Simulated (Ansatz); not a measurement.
This geometry of a periodic cell of 17 atoms, Y (host Y, host structure hcp, interstitial Y) is a first-order saddle point.

Theory: DFT PBE, scalar-relativistic, plane waves, PAW in Ansatz 0.2.0. Settings: cutoff 420 eV, k mesh 3x3x2, gaussian smearing 0.05 eV, no spin polarisation.

```xyz
17
Lattice="-3.6500 -6.3220 0.0000 5.4750 -3.1610 0.0000 0.0000 0.0000 11.4683" Properties=species:S:1:pos:R:3
Y -0.006 -6.315 0.070
Y 0.185 -4.325 2.868
Y -0.007 -6.314 5.666
Y 0.045 -4.237 8.601
Y -1.772 -3.191 -0.093
Y 3.745 -4.765 2.864
Y -1.774 -3.190 5.824
Y 3.640 -4.205 8.602
Y 1.814 -3.162 0.069
Y 1.192 -0.693 2.870
Y 1.813 -3.162 5.667
Y 1.806 -1.038 8.602
Y -0.062 0.036 -0.035
Y 2.335 -7.195 2.865
Y -0.063 0.036 5.771
Y 1.813 -7.367 8.602
Y 3.537 -2.052 2.871
```

**Question.** Which two structures does it join? (They come from a converged band through this point; their orientation in space is the band's.)

**Answer.** The atom that moves furthest is Y17, by 2.21 Å; four of its nearest neighbours are Y10 2.82, Y6 2.84, Y14 2.84, Y11 3.04 Å at the first end and Y10 2.81, Y14 2.83, Y6 2.83, Y9 3.04 Å at the last.

Image 0:

```xyz
17
Lattice="-3.6500 -6.3220 0.0000 5.4750 -3.1610 0.0000 0.0000 0.0000 11.4683" Properties=species:S:1:pos:R:3
Y 0.002 -6.302 0.041
Y 0.152 -4.305 2.992
Y -0.014 -6.121 5.993
Y -0.040 -4.194 8.685
Y -1.757 -3.202 -0.083
Y 3.700 -4.569 2.629
Y -1.922 -3.107 5.685
Y 3.648 -4.236 8.636
Y 1.804 -3.176 0.039
Y 1.411 -0.816 2.720
Y 1.643 -3.254 5.993
Y 1.833 -1.060 8.728
Y -0.070 0.040 -0.095
Y 2.155 -7.243 2.632
Y 0.255 -0.150 5.877
Y 1.839 -7.366 8.635
Y 3.592 -2.076 3.981
```

Image 6:

```xyz
17
Lattice="-3.6500 -6.3220 0.0000 5.4750 -3.1610 0.0000 0.0000 0.0000 11.4683" Properties=species:S:1:pos:R:3
Y -0.008 -6.129 -0.259
Y 0.154 -4.304 2.738
Y 0.001 -6.301 5.693
Y -0.037 -4.194 8.517
Y -1.912 -3.112 0.049
Y 3.701 -4.572 3.104
Y -1.757 -3.202 5.817
Y 3.649 -4.235 8.566
Y 1.652 -3.253 -0.259
Y 1.405 -0.812 3.017
Y 1.806 -3.175 5.693
Y 1.831 -1.058 8.478
Y 0.249 -0.145 -0.138
Y 2.157 -7.243 3.103
Y -0.067 0.038 5.830
Y 1.841 -7.367 8.566
Y 3.587 -2.074 1.769
```

**Question.** How far does it lie above each of them?

**Answer.** 0.187 eV above the first and 0.187 eV above the second. This is the barrier of this one path; another mechanism may lie lower. Limits of this set-up: coarse k mesh, a small cell, in which the defect meets its images, a typed lattice constant that wasn't relaxed here.

Run time: 26 min on 4 threads of Arm Neoverse V1, with other jobs on the host, peak memory 4.2 GiB.
